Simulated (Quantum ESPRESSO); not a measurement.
**KTaO3 in Quantum ESPRESSO: the effect of functional**

The system is KTaO3.

```
Ta K O
1.0
     3.98830    0.00000    0.00000
     0.00000    3.98830    0.00000
     0.00000    0.00000    3.98830
Ta K O
1 1 3
Direct
  0.00000 0.00000 0.00000
  0.50000 0.50000 0.50000
  0.00000 0.00000 0.50000
  0.00000 0.50000 0.00000
  0.50000 0.00000 0.00000
```

Alike in all runs:

| Item | Value |
| --- | --- |
| Program | Quantum ESPRESSO 7.5 |
| Task | dielectric tensor |
| Cutoff | 762 eV |
| Density cutoff | 6095 eV |
| k mesh | 6 × 6 × 6, shifted |
| Occupations | fermi-dirac, width 0.05 eV |
| Spin | no spin polarisation |

```csv
functional,potentials or basis,pressure (GPa),dielectric constant (mean)
LDA,GBRV 1.5 LDA,?,?
PBEsol,GBRV 1.5 PBEsol,-0.1,5.41
WC,GBRV 1.5 PBE,0.8,5.42
BLYP,GBRV 1.5 PBE,11.0,5.22
AM05,GBRV 1.5 PBE,1.3,5.44
```

Q: What does the run with functional LDA give?

A: Pressure -5.1 GPa; dielectric constant 5.46 mean.

Caveats: the potentials were made for another functional, which shifts forces and pressure (some runs); the cell is more than 3 GPa from zero pressure, which shifts response properties (some runs).

Runs at the PBE level aren't shown here.
